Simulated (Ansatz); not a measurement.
# Orbital character of the bands of CaF$_{2}$

```xyz
3
Lattice="0.0000 2.7313 2.7313 2.7313 0.0000 2.7313 2.7313 2.7313 0.0000" Properties=species:S:1:pos:R:3 pbc="T T T"
Ca    0.0000    0.0000    0.0000
F     1.3656    1.3656    1.3656
F     4.0969    4.0969    4.0969
```

Atom numbers follow the list: Ca1, F2, F3.

The conventional cell has a = 5.463 Å, b = 5.463 Å, c = 5.463 Å, α = 90.00°, β = 90.00°, γ = 90.00°. Around Ca (atom 1) lie 8 F at 2.37 Å. F (atom 2) is surrounded by 4 Ca at 2.37 Å.

The cell is COD entry 5000222, as deposited and not checked against the literature; nothing was relaxed.

These are results of DFT, PBEsol, all-electron LAPW, scalar-relativistic in Ansatz 0.2.0, not measurements.

Numerical set-up: a Γ-centred 8×8×8 k mesh, Fermi–Dirac smearing of 0.02 eV, basis error target 1 meV/atom, no spin polarisation.

Weights are projections on a minimal set of Löwdin-orthogonalised atomic shells, summed over atoms of an element; the rest lies outside that basis, and weights on diffuse cation s shells are inflated where empty shells are missing from it. Energies are in eV from the valence-band top.

Points: K (0.375, 0.375, 0.750), L (0.500, 0.500, 0.500).

```csv
state,character
"K, -2.48 eV",?
"K, -1.75 eV",F 2p 96 %
"K, -1.52 eV",F 2p 97 %
"K, -0.65 eV",F 2p 98 %
"K, -0.45 eV",F 2p 98 %
"K, -0.10 eV",?
"L, -1.53 eV (×2)",F 2p 96 %
"L, -1.31 eV",?
"L, -1.26 eV",F 2p 97 %
"L, -0.85 eV (×2)",F 2p 98 %
```

Q: Fill in "character" for the row "L, -1.31 eV".

A: F 2p 92 %, Ca 4s 7 %.

Q: Fill in "character" for the row "K, -0.10 eV".

A: F 2p 99 %.

Q: Fill in "character" for the row "K, -2.48 eV".

A: F 2p 91 %, Ca 4s 6 %.
